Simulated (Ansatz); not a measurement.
# Ti: strong compression

The task here is to estimate one member of a computed series from the others.

Computed with Ansatz 0.2.0 (DFT, PBE, PAW with Ansatz's default frozen-core files, scalar-relativistic, unless a step's input says otherwise).

### The starting structure

It takes space group Im-3m (No. 229, cubic). The conventional cell has a = 3.265 Å, b = 3.265 Å, c = 3.265 Å, α = 90.00°, β = 90.00°, γ = 90.00°. Ti (site symmetry m-3m) has 8 Ti at 2.83 Å as nearest neighbours.

Coordinates:

```xyz
1
Lattice="-1.6323 1.6323 1.6323 1.6323 -1.6323 1.6323 1.6323 1.6323 -1.6323" Properties=species:S:1:pos:R:3 pbc="T T T"
Ti    0.0000    0.0000    0.0000
```

Whether this phase is the stable one at these pressures isn't tested.

Set-up of the first run:

input.yaml

```yaml
crystal:
  lattice:
    - [-1.6323180789, 1.6323180789, 1.6323180789]
    - [1.6323180789, -1.6323180789, 1.6323180789]
    - [1.6323180789, 1.6323180789, -1.6323180789]
  atoms:
    - { symbol: Ti, position: [0.0, 0.0, 0.0] }
kpoints:
  mp_grid: { grid: [16, 16, 16] }
scf:
  occupations: { method: fermi_dirac, width: 0.1 }
hamiltonian:
  xc: pbe
  pseudopotentials: { kind: paw }
output:
  forces: true
  stress: true
  write_density: true
  write_potential: true
  elf: true
  volumetric_format: npy
relax:
  f_tol: 0.005
  max_steps: 40
  cell: {}
```

Command:

```sh
$ ansatz run input.yaml --threads 1 --pin off --max-ram 2048MiB --backend cpu --events-out ev --progress --plain --runs-dir out
```

Among the steps run: Cell relaxed at zero pressure, PAW; Volume scaled by 1, PAW; Volume scaled by 0.95, PAW; Volume scaled by 0.95, PAW (cutoff 300 eV); Volume scaled by 0.85, PAW; Volume scaled by 0.75, PAW; Volume scaled by 0.65, PAW; Volume scaled by 0.55, PAW; Volume scaled by 0.55, PAW (cutoff 300 eV); Volume scaled by 0.45, PAW; Volume scaled by 0.4, PAW; Volume scaled by 0.4, PAW (cutoff 1000 eV).

One of the session's tables, all rows but one given; the rest of the session is left out.

| method | volume over the first | volume (Å³/atom) | pressure (GPa) |
| --- | --- | --- | --- |
| PAW | 1 | 17.318 | 0.00 |
| PAW | 0.95 | 16.452 | 5.86 |
| PAW | 0.85 | 14.720 | 22.29 |
| PAW | 0.75 | 12.988 | 47.77 |
| PAW | 0.65 | 11.257 | 86.55 |
| PAW | 0.55 | 9.525 | 152.54 |
| PAW | 0.45 | ? | ? |
| PAW | 0.4 | 6.927 | 375.32 |
| PAW (cutoff 1000 eV) | 0.4 | 6.927 | 374.87 |
| PAW (cutoff 300 eV) | 0.95 | 16.452 | 5.64 |
| PAW (cutoff 300 eV) | 0.55 | 9.525 | 153.10 |

Estimate the missing values for PAW, 0.45.

As computed: volume (Å³/atom): 7.793; pressure (GPa): 273.73. In the column «volume (Å³/atom)» it lies between PAW (cutoff 1000 eV), 0.4 (6.927) and PAW, 0.55 (9.525).

Caveats from the session: Warnings in the runs' records: cutoff below recommended.
